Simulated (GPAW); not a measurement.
ZnS:

```
Zn S
1.0
     0.00000    2.70200    2.70200
     2.70200    0.00000    2.70200
     2.70200    2.70200    0.00000
Zn S
1 1
Direct
  0.25000 0.25000 0.25000
  0.00000 0.00000 0.00000
```

Base run:

* Program: GPAW 26.7.0
* Functional: LDA
* Potentials or basis: the program's PAW data sets (release 1.2.1) made for this functional
* Cutoff: 500 eV
* Basis: pw
* k mesh: 7 × 7 × 7
* Occupations: fermi-dirac, width 0.05 eV
* Spin: no spin polarisation

Its results: band gap on the k mesh 1.86 eV, direct; pressure -5.1 GPa.

**Question.** After a change of settings the same cell gave: band gap on the k mesh 2.27 eV, direct; pressure 4.5 GPa. Which change was it?
A. functional from LDA to PBE; potentials or basis from the program's PAW data sets (release 1.2.1) made for this functional to SG15 ONCV 1.2; cutoff from 500 eV to 1100 eV; valence electrons from 18 to 26
B. functional from LDA to BLYP; potentials or basis from the program's PAW data sets (release 1.2.1) made for this functional to PAW data sets generated in the run's folder for this functional; cutoff from 500 eV to 600 eV
C. potentials or basis from the program's PAW data sets (release 1.2.1) made for this functional to the program's PAW data sets (release 1.2.1) made for this functional, newer versions; occupations from fermi-dirac, width 0.05 eV to fermi-dirac, width 0.01 eV
D. functional from LDA to RPBE; cutoff from 500 eV to 600 eV

**Answer.** D.

RPBE binds less tightly than LDA, so the same cell stands under more pressure.

Caveats: the cutoff is short for stress and forces, so pressures can be off by a GPa or more (some runs); an odd mesh through Γ misses points on the zone boundary, where band edges often lie (some runs).

Not every run made on this cell is shown here.
